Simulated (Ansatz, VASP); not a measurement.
**Two plane-wave programs on SrTiO3**

```
CELL_PARAMETERS angstrom
3.84897 0.00000 0.00000
0.00000 3.84897 0.00000
0.00000 0.00000 3.84897
ATOMIC_POSITIONS crystal
Sr 0.00000 0.00000 0.00000
Ti 0.50000 0.50000 0.50000
O 0.50000 0.00000 0.50000
O 0.50000 0.50000 0.00000
O 0.00000 0.50000 0.50000
```

Alike in both runs: task single point; functional PBE; k mesh 8 × 8 × 8; occupations gaussian, width 0.02 eV; no spin polarisation; Hubbard terms Ti d U = 4.0 eV.

```csv
,VASP,Ansatz
version,VASP 6.6.1,Ansatz 0.2.0
potentials or method,"VASP PAW PBE potentials, release 64 (Sr_sv, Ti_sv, O)","scalar-relativistic, plane waves, PAW"
plane-wave cutoff (eV),520,420
valence electrons in the cell,40,40
```

|  | VASP | Ansatz | Ansatz less VASP |
| --- | --- | --- | --- |
| gap on the k mesh at the Fermi level (eV) | 2.48 | 2.48 | -0.001 |
| least direct gap on the mesh (eV) | 2.87 | 2.86 | -0.011 |
| pressure (GPa) | 18.4 | 15.0 | -3.44 |

The programs project onto different local orbitals, so the same U acts differently.

A k mesh can miss the band edges.
